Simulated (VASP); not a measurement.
Mg2Sn, 3 atoms in the cell. It takes space group Fm-3m (No. 225, cubic). Conventional cell: a = 6.739 Å, b = 6.739 Å, c = 6.739 Å, α = 90.00°, β = 90.00°, γ = 90.00°. Mg (site symmetry -43m) is surrounded by 4 Sn at 2.92 Å. Around Sn (site symmetry m-3m) lie 8 Mg at 2.92 Å. 

```yaml
Program: VASP 6.6.1
Task: relaxation of cell and atoms
Functional: PBEsol
Potentials_or_basis: VASP PAW PBE potentials, release 64 (Mg, Sn_d)
Cutoff: 600 eV
k_mesh: 10 × 10 × 10
Occupations: methfessel-paxton, width 0.1 eV
Spin: no spin polarisation
Further_INCAR_settings: ALGO = Normal; EDIFF = 1e-06; IBRION = 2; EDIFFG = -0.01; NSW = 90; ISIF = 3
```

Potentials or basis: VASP PAW PBE potentials, release 64 (Mg, Sn_d).

Run with:

```console
$ cat potpaw_PBE.64/Mg/POTCAR potpaw_PBE.64/Sn_d/POTCAR > POTCAR
$ mpirun -np 2 vasp_std > vasp.out
```

Hardware: 2 MPI ranks on Intel(R) Xeon(R) 6975P-C (Granite Rapids) (shared host).

How long does it take, and how much memory?

Run time: 26 s on 2 MPI ranks on Intel(R) Xeon(R) 6975P-C (Granite Rapids), with other jobs on the host, peak memory 0.28 GiB a rank. Counts: scf iterations 18, k points 47, ion steps 2.
